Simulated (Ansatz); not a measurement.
# Re (bcc type): how the settings move a single-point run

Aim: see which settings change the result for Re (bcc type), by how much, and at what cost.

Method: reference: DFT, PBE, all-electron LAPW, scalar-relativistic, in Ansatz 0.2.0.

## (1) The structure to begin with

It takes space group Im-3m (No. 229, cubic). The conventional cell has a = 2.504 Å, b = 2.504 Å, c = 2.504 Å, α = 90.00°, β = 90.00°, γ = 90.00°. Around Re (site symmetry m-3m) lie 8 Re at 2.17 Å.

Structure file:

```cif
data_structure
_symmetry_space_group_name_H-M 'Im-3m'
_symmetry_Int_Tables_number 229
_cell_length_a 2.5036
_cell_length_b 2.5036
_cell_length_c 2.5036
_cell_angle_alpha 90.000
_cell_angle_beta 90.000
_cell_angle_gamma 90.000
_cell_volume 15.69
loop_
_atom_site_label
_atom_site_type_symbol
_atom_site_symmetry_multiplicity
_atom_site_Wyckoff_symbol
_atom_site_fract_x
_atom_site_fract_y
_atom_site_fract_z
_atom_site_occupancy
Re1 Re 2 a 0.00000 0.00000 0.00000 1
```

## (2) Baseline

Contents of input.yaml:

```yaml
crystal:
  lattice:
    - [-1.2518208969, 1.2518208969, 1.2518208969]
    - [1.2518208969, -1.2518208969, 1.2518208969]
    - [1.2518208969, 1.2518208969, -1.2518208969]
  atoms:
    - { symbol: Re, position: [0.0, 0.0, 0.0] }
kpoints:
  mp_grid: { grid: [17, 17, 17] }
scf:
  occupations: { method: fermi_dirac, width: 0.1 }
hamiltonian:
  xc: pbe
  pseudopotentials: { kind: all_electron, lapw: { basis_error: 0.001 } }
output:
  forces: true
  stress: true
  eigenvalues: true
  populations: true
```

Command:

```sh
> ansatz run input.yaml --threads 1 --pin off --max-ram 2048MiB --backend cpu --events-out ev --progress --plain --runs-dir out
```

## (3) Variant: occupations.method tetrahedron_uncorrected, scf.algorithm density_mixing, xc rpbe, width left out

Edit input.yaml of step 2 so:

```diff
@@ -10,5 +10,6 @@
 scf:
-  occupations: { method: fermi_dirac, width: 0.1 }
+  occupations: { method: tetrahedron_uncorrected }
+  algorithm: density_mixing
 hamiltonian:
-  xc: pbe
+  xc: rpbe
   pseudopotentials: { kind: all_electron, lapw: { basis_error: 0.001 } }
```

Q: Predict the outcome of this session. Wanted: for each run, ending; energy change; pressure; gap; force.

As calculated:

```
                                                                                                 run     ending   energy change  pressure (GPa)  gap (eV)  force (eV/Å)  cycles  time
                                                                                           reference  converged               -           919.2      0.00          0.00       7  24 s
1: occupations.method tetrahedron_uncorrected, scf.algorithm density_mixing, xc rpbe, width left out  converged  not comparable           933.1      0.00          0.00       7  22 s
```

Residual by cycle in the longest SCF loop of each run; runs are numbered as in the table. The quantity is the density residual dr2, in eV.

```
cycle  reference    run 1
    1      0.023   0.0233
    2    0.00709  0.00712
    3    0.00382  0.00392
    4     9.4e-4  0.00104
    5     8.3e-5   9.5e-5
    6     3.0e-6   3.1e-6
    7     4.5e-8   4.4e-8
```

**Reading.** A change of functional puts the total energy on another scale; the pressure goes from 919.2 to 933.1 GPa. The smearing changed too. The structure is not at rest: the sound run finds 919 GPa, so these are no properties of the relaxed crystal. 
